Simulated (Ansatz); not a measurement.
# SrTiO3 (cubic perovskite type): from bands to localised orbitals, part 2 of 2

Aim: build maximally localised Wannier functions for SrTiO3 (cubic perovskite type) from several sets of trial orbitals, and check spreads and centres, and how well the models interpolate the bands. Plan: PBE, anion s p, 4×4×4; PBE, anion s p, 6×6×6; PBE, anion p, 4×4×4; PBE, metal d and anion p, 4×4×4; PBE, metal d and anion p, disentangled, 4×4×4; PBE, metal d, 4×4×4; r2SCAN, anion s p, 4×4×4; r2SCAN, metal d, 4×4×4; r2SCAN, anion p, 4×4×4 (level, trial orbitals, Wannier mesh).

Ansatz 0.2.0; plane waves, PAW; no spin polarisation. The steps go on from the part before.

## Step 6: PBE, metal d and anion p, disentangled, 4×4×4

File input.yaml:

```yaml
crystal:
  lattice:
    - [3.9068515052, 0.0, 0.0]
    - [0.0, 3.9068515052, 0.0]
    - [0.0, 0.0, 3.9068515052]
  atoms:
    - { symbol: Sr, position: [0.0, 0.0, 0.0] }
    - { symbol: Ti, position: [0.5, 0.5, 0.5] }
    - { symbol: O, position: [0.5, 0.5, 0.0] }
    - { symbol: O, position: [0.5, 0.0, 0.5] }
    - { symbol: O, position: [0.0, 0.5, 0.5] }
kpoints:
  mp_grid: { grid: [6, 6, 6] }
  band_path:
    path:
      - [[0.0, 0.0, 0.0], [1.386522753271e-103, 0.5, 4.108017973566e-36], [0.5, 0.5, 9.037639541845e-35], [0.0, 0.0, 0.0], [0.5, 0.5, 0.5], [1.386522753271e-103, 0.5, 4.108017973566e-36]]
      - [[0.5, 0.5, 0.5], [0.5, 0.5, 9.037639541845e-35]]
    npoints: 10
hamiltonian:
  xc: pbe
scf:
  occupations: { method: fixed }
  n_extra_bands: 14
output:
  forces: false
  stress: false
  eigenvalues: true
  wannier:
    kmesh: [4, 4, 4]
    projections: [{ species: Ti, l: d, shell: 3 }, { species: O, l: p, shell: 2 }]
    minimise: true
    write_hr: true
    conv_tol: 1.0e-08
    max_iter: 3000
    disentanglement: { window: [-0.03, 20.86], frozen_window: [3.97, 12.86] }
  write_density: true
  write_potential: true
  elf: true
  volumetric_format: npy
```

Run with:

```console
ansatz run input.yaml --threads 4 --pin off --max-ram 5529MiB --backend cpu --events-out ev --progress --plain --runs-dir out
```

Output (excerpt; [...] marks lines left out):

```text
Warning: RAYON_NUM_THREADS=4 ignored (pool sized by the plan → 4); use --threads N
scf.n_extra_bands = 14 over 20 filled bands (N_el = 40.0): the run solves 34 bands
[...]
Pseudopotentials: kind: paw
Pseudopotential: Sr, paw, valence charge 10, recommended cutoff 420 eV (normal), Sr.paw.azcp
Pseudopotential: Ti, paw, valence charge 12, recommended cutoff 420 eV (normal), Ti.paw.azcp
Pseudopotential: O, paw, valence charge 6, recommended cutoff 420 eV (normal), O.paw.azcp
Functional definition: PBE
[...]
Crystal: 5 atoms, lattice volume = 59.632 Å³
Basis set: ecut = 420 eV, 1189 PW (Γ)
Bands: 34, of which v1, the nominal top of the filled ones, is band 20 counted from 1 (19 counted from 0)
Symmetry: 48 space group operations
Space group: Pm-3m (ITA 221), of the structure as read, at distance tolerance 3.9e-5 Å
k-points: 20 of 216
[...]
NSCF: frozen V_eff on 62 k-points
NSCF: frozen V_eff on 13 k-points
the Wannier pass solved 13 of the 64 points of its mesh, and has the states at the others by symmetry: states obtained by the crystal's operations at points that were solved too leave a residual of 3.83e-13 eV (read by the count's bands and the next), within 4.17e-6 eV
NSCF: frozen V_eff on 13 k-points
the Wannier pass solved 13 of the 64 points of its mesh, and has the states at the others by symmetry: states obtained by the crystal's operations at points that were solved too leave a residual of 4.23e-13 eV (read by the count's bands and the next), within 4.17e-6 eV
SCF converged after 6 iterations
Free energy (F): -7754.470538 eV
[...]
E sigma→0 (E₀):  -7754.470538 eV
Fermi energy:    9.974517 eV
[...]
--- Band table (eV; the first three rows and the last of 20) ---
[...]
Wannier search: line search 1 of at most 3000: gauge-dependent spread (as the search counts it) 0.1890133 Å², largest recent change 1.9e-1 Å² and fall left 2.1e-5 Å² against conv_tol 1.0e-8 Å², 0 stops escaped
```

It took 3 s on 4 threads of Arm Neoverse V2, shared host; peak memory 0.36 GiB.

The windows are typed on the program's own energy scale, on which the last band filled by count tops at 9.97 eV.

The head of wannier.spreads.toml:

```toml
omega_i_ang2 = 11.341351286938796
omega_d_ang2 = 0.0000000000000000000000003270625439298636
omega_od_ang2 = 0.18896429138601092
omega_total_ang2 = 11.530315578324807
least_projectability = 0.6363434632107274
b_vectors_match_mmn = true
n_iter = 8
converged = true
rejected_fitted_steps = 0
dis_converged = true
dis_n_iter = 56
dis_n_moved = 0
dis_level_miss = 0.0010260273618842494
```

The functions (centres in Å, on-site energies from the top of the filled bands):

```tsv
n	x	y	z	spread (Å²)	on-site (eV)	nearest atoms	distance (Å)
1	1.953	1.953	1.953	0.631	4.410	Ti2	0.00
2	1.953	1.953	1.953	0.809	2.522	Ti2	0.00
3	1.953	1.953	1.953	0.809	2.522	Ti2	0.00
4	1.953	1.953	1.953	0.631	4.410	Ti2	0.00
5	1.953	1.953	1.953	0.809	2.522	Ti2	0.00
6	1.953	1.953	0.000	0.711	-1.769	O3	0.00
7	1.953	1.953	0.000	0.951	-1.592	O3	0.00
8	1.953	1.953	0.000	0.951	-1.592	O3	0.00
9	1.953	0.000	1.953	0.951	-1.592	O4	0.00
10	1.953	0.000	1.953	0.951	-1.592	O4	0.00
11	1.953	0.000	1.953	0.711	-1.770	O4	0.00
12	0.000	1.953	1.953	0.951	-1.592	O5	0.00
13	0.000	1.953	1.953	0.711	-1.770	O5	0.00
14	0.000	1.953	1.953	0.951	-1.592	O5	0.00
```

The largest hoppings ⟨m, 0|H|n, R⟩, one of each Hermitian pair (signs follow the phases of the functions):

```tsv
m	n	R	distance (Å)	t (eV)
1	6	0 0 1	1.95	2.284
1	6	0 0 0	1.95	-2.284
4	11	0 0 0	1.95	1.978
4	11	0 1 0	1.95	-1.978
4	13	0 0 0	1.95	-1.978
4	13	1 0 0	1.95	1.978
3	9	0 1 0	1.95	-1.161
3	9	0 0 0	1.95	1.161
```

Interpolated bands at the corners of the path, eV from the top of the filled bands (the lowest 6 left out):

```tsv
point	e7	e8	e9	e10	e11	e12	e13	e14
Γ	-0.35	-0.35	-0.35	1.88	1.88	1.88	4.34	4.34
X	-1.97	-0.72	-0.72	2.05	3.80	3.80	4.35	6.57
M	-1.56	-1.56	-0.09	3.81	3.81	4.35	5.37	8.39
Γ	-0.35	-0.35	-0.35	1.88	1.88	1.88	4.34	4.34
R	0.00	0.00	0.00	4.48	4.48	4.48	8.39	8.39
X	-1.97	-0.72	-0.72	2.05	3.80	3.80	4.35	6.57
R	0.00	0.00	0.00	4.48	4.48	4.48	8.39	8.39
M	-1.56	-1.56	-0.09	3.81	3.81	4.35	5.37	8.39
```

Along the path each interpolated band stays within 0.01, 0.00, 0.01, 0.01, 0.00, 0.00, 0.01, 0.01, 0.00, 0.02, 0.03, 0.09 and so on, 0.26 at most for the rest, eV of the nearest computed level, from the lowest band up; bands outside the frozen window needn't match, and between the mesh's points a coarse mesh lets the others stray too.

## Step 7: PBE, metal d, 4×4×4

input.yaml: that of step 6 with these lines changed.

```diff
@@ -22,3 +22,3 @@
   occupations: { method: fixed }
-  n_extra_bands: 14
+  n_extra_bands: 6
 output:
@@ -29,3 +29,3 @@
     kmesh: [4, 4, 4]
-    projections: [{ species: Ti, l: d, shell: 3 }, { species: O, l: p, shell: 2 }]
+    projections: [{ species: Ti, l: d, shell: 3 }]
     minimise: true
@@ -34,6 +34 @@
     max_iter: 3000
-    disentanglement: { window: [-0.03, 20.86], frozen_window: [3.97, 12.86] }
-  write_density: true
-  write_potential: true
-  elf: true
-  volumetric_format: npy
```

Run with:

```console
ansatz run input.yaml --threads 4 --pin off --max-ram 5529MiB --backend cpu --events-out ev --progress --plain --runs-dir out
```

Output (excerpt; [...] marks lines left out):

```text
Warning: RAYON_NUM_THREADS=4 ignored (pool sized by the plan → 4); use --threads N
scf.n_extra_bands = 6 over 20 filled bands (N_el = 40.0): the run solves 26 bands
[...]
[... 5 set-up lines as earlier in the session ...]
[...]
Crystal: 5 atoms, lattice volume = 59.632 Å³
Basis set: ecut = 420 eV, 1189 PW (Γ)
Bands: 26, of which v1, the nominal top of the filled ones, is band 20 counted from 1 (19 counted from 0)
[... 2 set-up lines as earlier in the session ...]
k-points: 20 of 216
[...]
NSCF: frozen V_eff on 13 k-points
the Wannier pass solved 13 of the 64 points of its mesh, and has the states at the others by symmetry: states obtained by the crystal's operations at points that were solved too leave a residual of 2.76e-13 eV (read by the count's bands and the next), within 4.17e-6 eV
NSCF: frozen V_eff on 13 k-points
the Wannier pass solved 13 of the 64 points of its mesh, and has the states at the others by symmetry: states obtained by the crystal's operations at points that were solved too leave a residual of 3.29e-13 eV (read by the count's bands and the next), within 4.17e-6 eV
SCF converged after 6 iterations
Free energy (F): -7754.470538 eV
[...]
E sigma→0 (E₀):  -7754.470538 eV
Fermi energy:    9.974501 eV
[...]
--- Band table (eV; the first three rows and the last of 20) ---
[... band rows left out ...]
[...]
Wannier search: line search 1 of at most 3000: gauge-dependent spread (as the search counts it) 0.1076751 Å², largest recent change 3.4e-3 Å² and fall left 4.2e-7 Å² against conv_tol 1.0e-8 Å², 0 stops escaped
```

Wall time 2.4 s (4 threads of Arm Neoverse V2, shared host); peak memory 0.33 GiB.

wannier.win names the bands that the functions span: combinations of 21-28 (counted from 1; 20 are filled). Combinations are drawn from entangled bands, so such a model needn't follow any one band.

The head of wannier.spreads.toml:

```toml
omega_i_ang2 = 8.865144328184765
omega_d_ang2 = 0.000000000000000000000000005313924721572566
omega_od_ang2 = 0.10767462413702891
omega_total_ang2 = 8.972818952321795
least_projectability = 0.40803806450248425
b_vectors_match_mmn = true
n_iter = 7
converged = true
rejected_fitted_steps = 0
```

The functions (centres in Å, on-site energies from the top of the filled bands):

```tsv
n	x	y	z	spread (Å²)	on-site (eV)	nearest atoms	distance (Å)
1	1.953	1.953	1.953	1.997	6.324	Ti2	0.00
2	1.953	1.953	1.953	1.659	3.466	Ti2	0.00
3	1.953	1.953	1.953	1.659	3.466	Ti2	0.00
4	1.953	1.953	1.953	1.997	6.322	Ti2	0.00
5	1.953	1.953	1.953	1.659	3.466	Ti2	0.00
```

The largest hoppings ⟨m, 0|H|n, R⟩, one of each Hermitian pair (signs follow the phases of the functions):

```tsv
m	n	R	distance (Å)	t (eV)
1	1	0 0 1	3.91	-0.658
4	4	1 0 0	3.91	-0.492
4	4	0 1 0	3.91	-0.492
1	4	0 1 0	3.91	-0.288
4	1	0 1 0	3.91	-0.288
1	4	1 0 0	3.91	0.288
4	1	1 0 0	3.91	0.288
5	5	0 1 0	3.91	-0.280
5	5	1 0 0	3.91	-0.280
3	3	0 0 1	3.91	-0.280
2	2	0 0 1	3.91	-0.280
2	2	1 0 0	3.91	-0.280
3	3	0 1 0	3.91	-0.280
1	1	0 1 0	3.91	-0.160
```

Interpolated bands at the corners of the path, eV from the top of the filled bands:

```tsv
point	e1	e2	e3	e4	e5
Γ	1.88	1.88	1.88	4.34	4.34
X	2.05	3.80	3.80	4.35	6.54
M	3.81	3.81	4.26	5.32	8.39
Γ	1.88	1.88	1.88	4.34	4.34
R	4.48	4.48	4.48	8.39	8.39
X	2.05	3.80	3.80	4.35	6.54
R	4.48	4.48	4.48	8.39	8.39
M	3.81	3.81	4.26	5.32	8.39
```

Along the path each interpolated band stays within 0.02, 0.03, 0.02, 1.42, 1.42 eV of the nearest computed level, from the lowest band up.

Misses of an eV or more mean that the model does not follow those bands.

## Step 8: r2SCAN, anion s p, 4×4×4

input.yaml: that of step 7 with these lines changed.

```diff
@@ -19,3 +19,3 @@
 hamiltonian:
-  xc: pbe
+  xc: r2scan
 scf:
@@ -29,3 +29,3 @@
     kmesh: [4, 4, 4]
-    projections: [{ species: Ti, l: d, shell: 3 }]
+    projections: [{ species: O, l: s, shell: 2 }, { species: O, l: p, shell: 2 }]
     minimise: true
```

Run with:

```console
ansatz run input.yaml --threads 4 --pin off --max-ram 5529MiB --backend cpu --events-out ev --progress --plain --runs-dir out
```

Output (excerpt; [...] marks lines left out):

```text
Warning: RAYON_NUM_THREADS=4 ignored (pool sized by the plan → 4); use --threads N
scf.n_extra_bands = 6 over 20 filled bands (N_el = 40.0): the run solves 26 bands
[...]
[... 1 set-up line as earlier in the session ...]
Pseudopotential: Sr, paw, valence charge 10, recommended cutoff 500 eV (meta_gga), Sr.paw.azcp
Pseudopotential: Ti, paw, valence charge 12, recommended cutoff 500 eV (meta_gga), Ti.paw.azcp
Pseudopotential: O, paw, valence charge 6, recommended cutoff 500 eV (meta_gga), O.paw.azcp
Functional definition: r2SCAN
[...]
Crystal: 5 atoms, lattice volume = 59.632 Å³
Basis set: ecut = 500 eV, 1503 PW (Γ), exchange–correlation on 120×120×120 points (64 copies of the dense FFT grid, shifted against one another)
Bands: 26, of which v1, the nominal top of the filled ones, is band 20 counted from 1 (19 counted from 0)
[... 2 set-up lines as earlier in the session ...]
k-points: 20 of 216
[...]
SCF iter   7: F=-7774.722980 eV  HF=-7774.722980 eV  |F-HF|=2.71e-8  |Δ(HF+E_count)|=   3.88e-7  Δρ=1.05e-5  dr2=6.46e-8  dr2_τ=9.95e-9  ethr=2.50e-10  ⟨swp⟩=9.2  Hψ=2539  notcnv=0
[...]
NSCF: frozen V_eff on 62 k-points
NSCF: frozen V_eff on 13 k-points
the Wannier pass solved 13 of the 64 points of its mesh, and has the states at the others by symmetry: states obtained by the crystal's operations at points that were solved too leave a residual of 2.48e-13 eV (read by the count's bands and the next), within 4.17e-6 eV
SCF converged after 7 iterations
Free energy (F): -7774.722980 eV
[...]
E sigma→0 (E₀):  -7774.722980 eV
Fermi energy:    9.642520 eV
[...]
--- Band table (eV; the first three rows and the last of 20) ---
[... band rows left out ...]
[...]
Wannier search: line search 1 of at most 3000: gauge-dependent spread (as the search counts it) 2.3446667 Å², largest recent change 9.8e-2 Å² and fall left 6.2e-5 Å² against conv_tol 1.0e-8 Å², 0 stops escaped
WARN: <dir> 170 periodic images of 162 elements of H(R) lie 4.88e-4 to 1.95e-3 Å beyond their element's nearest image, near the 9.77e-4 Å window within which an element is shared among its images; whether they share it moves the interpolated H(k) by 2.8e-3 eV (Frobenius norm, root mean [...]
```

Wall time 2.8 s (4 threads of Arm Neoverse V2, shared host); peak memory 0.44 GiB.

wannier.win names the bands that the functions span: 6-8, 12-20 (counted from 1; 20 are filled).

The head of wannier.spreads.toml:

```toml
omega_i_ang2 = 10.948447547092726
omega_d_ang2 = 0.002419453113050569
omega_od_ang2 = 1.2522542573764575
omega_total_ang2 = 12.203121257582234
least_projectability = 0.7831794856496
b_vectors_match_mmn = true
n_iter = 61
converged = true
rejected_fitted_steps = 3
```

The functions (centres in Å, on-site energies from the top of the filled bands):

```tsv
n	x	y	z	spread (Å²)	on-site (eV)	nearest atoms	distance (Å)
1	2.059	1.848	0.356	0.947	-7.964	O3	0.39
2	1.851	0.360	2.056	0.945	-7.991	O4	0.39
3	-0.358	1.849	2.057	0.946	-7.977	O5	0.39
4	2.056	1.851	-0.360	0.945	-7.991	O3	0.39
5	1.719	1.932	0.002	1.088	-4.486	O3	0.24
6	1.975	2.188	0.002	1.088	-4.489	O3	0.24
7	1.932	-0.002	1.719	1.088	-4.489	O4	0.24
8	2.187	-0.002	1.975	1.088	-4.486	O4	0.24
9	1.848	-0.356	2.059	0.947	-7.964	O4	0.39
10	0.001	1.932	1.719	1.088	-4.488	O5	0.24
11	0.358	1.850	2.058	0.946	-7.977	O5	0.39
12	-0.001	2.188	1.975	1.088	-4.488	O5	0.24
```

Along the path each interpolated band stays within 0.01, 0.00, 0.00, 0.01, 0.02, 0.02, 0.03, 0.03, 0.04, 0.05, 0.03, 0.02 eV of the nearest computed level, from the lowest band up.

## Step 9: r2SCAN, metal d, 4×4×4

input.yaml: that of step 8 with these lines changed.

```diff
@@ -29,3 +29,3 @@
     kmesh: [4, 4, 4]
-    projections: [{ species: O, l: s, shell: 2 }, { species: O, l: p, shell: 2 }]
+    projections: [{ species: Ti, l: d, shell: 3 }]
     minimise: true
```

Run with:

```console
ansatz run input.yaml --threads 4 --pin off --max-ram 5529MiB --backend cpu --events-out ev --progress --plain --runs-dir out
```

Output (excerpt; [...] marks lines left out):

```text
Warning: RAYON_NUM_THREADS=4 ignored (pool sized by the plan → 4); use --threads N
scf.n_extra_bands = 6 over 20 filled bands (N_el = 40.0): the run solves 26 bands
[...]
[... 5 set-up lines as earlier in the session ...]
[...]
Crystal: 5 atoms, lattice volume = 59.632 Å³
Basis set: ecut = 500 eV, 1503 PW (Γ), exchange–correlation on 120×120×120 points (64 copies of the dense FFT grid, shifted against one another)
Bands: 26, of which v1, the nominal top of the filled ones, is band 20 counted from 1 (19 counted from 0)
[... 2 set-up lines as earlier in the session ...]
[...]
NSCF: frozen V_eff on 13 k-points
the Wannier pass solved 13 of the 64 points of its mesh, and has the states at the others by symmetry: states obtained by the crystal's operations at points that were solved too leave a residual of 3.61e-13 eV (read by the count's bands and the next), within 4.17e-6 eV
NSCF: frozen V_eff on 13 k-points
the Wannier pass solved 13 of the 64 points of its mesh, and has the states at the others by symmetry: states obtained by the crystal's operations at points that were solved too leave a residual of 2.84e-13 eV (read by the count's bands and the next), within 4.17e-6 eV
SCF converged after 7 iterations
Free energy (F): -7774.722980 eV
[...]
E sigma→0 (E₀):  -7774.722980 eV
Fermi energy:    9.642520 eV
[...]
--- Band table (eV; the first three rows and the last of 20) ---
[... band rows left out ...]
[...]
Wannier search: line search 1 of at most 3000: gauge-dependent spread (as the search counts it) 0.0866686 Å², largest recent change 2.7e-3 Å² and fall left 1.8e-7 Å² against conv_tol 1.0e-8 Å², 0 stops escaped
```

It took 4.2 s on 4 threads of Arm Neoverse V2, shared host; peak memory 0.45 GiB.

wannier.win names the bands that the functions span: combinations of 21-28 (counted from 1; 20 are filled). Combinations are drawn from entangled bands, so such a model needn't follow any one band.

The head of wannier.spreads.toml:

```toml
omega_i_ang2 = 8.14562681412377
omega_d_ang2 = 0.000000000000000000000000004510239337512749
omega_od_ang2 = 0.0866683710511303
omega_total_ang2 = 8.2322951851749
least_projectability = 0.4145976666733251
b_vectors_match_mmn = true
n_iter = 7
converged = true
rejected_fitted_steps = 0
```

The functions (centres in Å, on-site energies from the top of the filled bands):

```tsv
n	x	y	z	spread (Å²)	on-site (eV)	nearest atoms	distance (Å)
1	1.953	1.953	1.953	1.776	6.712	Ti2	0.00
2	1.953	1.953	1.953	1.560	3.827	Ti2	0.00
3	1.953	1.953	1.953	1.560	3.827	Ti2	0.00
4	1.953	1.953	1.953	1.777	6.710	Ti2	0.00
5	1.953	1.953	1.953	1.560	3.827	Ti2	0.00
```

Along the path each interpolated band stays within 0.02, 0.02, 0.02, 1.16, 1.16 eV of the nearest computed level, from the lowest band up.

Misses of an eV or more mean that the model does not follow those bands.

## Step 10: r2SCAN, anion p, 4×4×4

input.yaml: that of step 9 with these lines changed.

```diff
@@ -29,3 +29,3 @@
     kmesh: [4, 4, 4]
-    projections: [{ species: Ti, l: d, shell: 3 }]
+    projections: [{ species: O, l: p, shell: 2 }]
     minimise: true
```

Run with:

```console
ansatz run input.yaml --threads 4 --pin off --max-ram 5529MiB --backend cpu --events-out ev --progress --plain --runs-dir out
```

Output (excerpt; [...] marks lines left out):

```text
Warning: RAYON_NUM_THREADS=4 ignored (pool sized by the plan → 4); use --threads N
scf.n_extra_bands = 6 over 20 filled bands (N_el = 40.0): the run solves 26 bands
[...]
[... 5 set-up lines as earlier in the session ...]
[...]
Crystal: 5 atoms, lattice volume = 59.632 Å³
Basis set: ecut = 500 eV, 1503 PW (Γ), exchange–correlation on 120×120×120 points (64 copies of the dense FFT grid, shifted against one another)
Bands: 26, of which v1, the nominal top of the filled ones, is band 20 counted from 1 (19 counted from 0)
[... 2 set-up lines as earlier in the session ...]
[...]
SCF iter   7: F=-7774.722980 eV  HF=-7774.722980 eV  |F-HF|=2.71e-8  |Δ(HF+E_count)|=   3.88e-7  Δρ=1.05e-5  dr2=6.46e-8  dr2_τ=9.95e-9  ethr=2.50e-10  ⟨swp⟩=9.2  Hψ=2539  notcnv=0
[...]
NSCF: frozen V_eff on 62 k-points
NSCF: frozen V_eff on 13 k-points
the Wannier pass solved 13 of the 64 points of its mesh, and has the states at the others by symmetry: states obtained by the crystal's operations at points that were solved too leave a residual of 2.48e-13 eV (read by the count's bands and the next), within 4.17e-6 eV
SCF converged after 7 iterations
Free energy (F): -7774.722980 eV
[...]
E sigma→0 (E₀):  -7774.722980 eV
Fermi energy:    9.642520 eV
[...]
--- Band table (eV; the first three rows and the last of 20) ---
[... band rows left out ...]
[...]
Wannier search: line search 1 of at most 3000: gauge-dependent spread (as the search counts it) 0.1105211 Å², largest recent change 3.0e-3 Å² and fall left 9.0e-7 Å² against conv_tol 1.0e-8 Å², 0 stops escaped
```

It took 3.1 s on 4 threads of Arm Neoverse V2, shared host; peak memory 0.44 GiB.

wannier.win names the bands that the functions span: 12-20 (counted from 1; 20 are filled).

The head of wannier.spreads.toml:

```toml
omega_i_ang2 = 10.240600838711938
omega_d_ang2 = 0.000000000000000000001336003685160772
omega_od_ang2 = 0.11051968559302251
omega_total_ang2 = 10.35112052430496
least_projectability = 0.7845792842517564
b_vectors_match_mmn = true
n_iter = 7
converged = true
rejected_fitted_steps = 0
```

The functions (centres in Å, on-site energies from the top of the filled bands):

```tsv
n	x	y	z	spread (Å²)	on-site (eV)	nearest atoms	distance (Å)
1	1.953	1.953	0.000	1.114	-3.157	O3	0.00
2	1.953	1.953	0.000	1.168	-2.091	O3	0.00
3	1.953	1.953	0.000	1.168	-2.091	O3	0.00
4	1.953	0.000	1.953	1.168	-2.091	O4	0.00
5	1.953	0.000	1.953	1.168	-2.091	O4	0.00
6	1.953	0.000	1.953	1.114	-3.157	O4	0.00
7	0.000	1.953	1.953	1.168	-2.091	O5	0.00
8	0.000	1.953	1.953	1.114	-3.157	O5	0.00
9	0.000	1.953	1.953	1.168	-2.091	O5	0.00
```

Along the path each interpolated band stays within 0.01, 0.02, 0.02, 0.03, 0.03, 0.04, 0.04, 0.03, 0.01 eV of the nearest computed level, from the lowest band up.

## Step 11: Comparison

```tsv
run	functions	total spread (Å²)	invariant part (Å²)	mean spread (Å²)	largest miss of a band (eV)	time
PBE, anion s p, 4×4×4	12	13.464	12.202	1.122	0.06	1.6 s
PBE, anion s p, 6×6×6	12	14.183	12.945	1.182	0.01	2.3 s
PBE, anion p, 4×4×4	9	10.728	10.602	1.192	0.05	1.4 s
PBE, metal d and anion p, 4×4×4	14	12.735	12.454	0.910	1.42	2.1 s
PBE, metal d and anion p, disentangled, 4×4×4	14	11.530	11.341	0.824	0.26	3 s
PBE, metal d, 4×4×4	5	8.973	8.865	1.795	1.42	2.4 s
r2SCAN, anion s p, 4×4×4	12	12.203	10.948	1.017	0.05	2.8 s
r2SCAN, metal d, 4×4×4	5	8.232	8.146	1.646	1.16	4.2 s
r2SCAN, anion p, 4×4×4	9	10.351	10.241	1.150	0.04	3.1 s
```

## Step 12: Summary of results

What follows sums up all 2 parts.

| quantity | value |
| --- | --- |
| total spread, PBE, anion s p, 4×4×4 | 13.46 Å² over 12 functions |
| total spread, PBE, anion s p, 6×6×6 | 14.18 Å² over 12 functions |
| total spread, PBE, anion p, 4×4×4 | 10.73 Å² over 9 functions |
| total spread, PBE, metal d and anion p, 4×4×4 | 12.74 Å² over 14 functions |
| total spread, PBE, metal d and anion p, disentangled, 4×4×4 | 11.53 Å² over 14 functions |
| total spread, PBE, metal d, 4×4×4 | 8.97 Å² over 5 functions |
| total spread, r2SCAN, anion s p, 4×4×4 | 12.20 Å² over 12 functions |
| total spread, r2SCAN, metal d, 4×4×4 | 8.23 Å² over 5 functions |
| total spread, r2SCAN, anion p, 4×4×4 | 10.35 Å² over 9 functions |
| centres of the first set | 0.21 to 0.39 Å from the nearest atom |

In words: With PBE, anion s p, 4×4×4 the 12 functions move off the atoms, with a mean spread of 1.12 Å²; 91 % of the total is gauge invariant. The total spread goes from 13.46 Å² on 4×4×4 to 14.18 Å² on 6×6×6: finite differences in k understate it on coarse meshes, while the largest miss of a band goes from 0.06 to 0.01 eV. On one set and mesh the functional gives 13.46 (PBE), 12.20 (r2SCAN) Å². The disentangled models miss some band by up to 0.3 eV, which may lie outside their frozen windows.
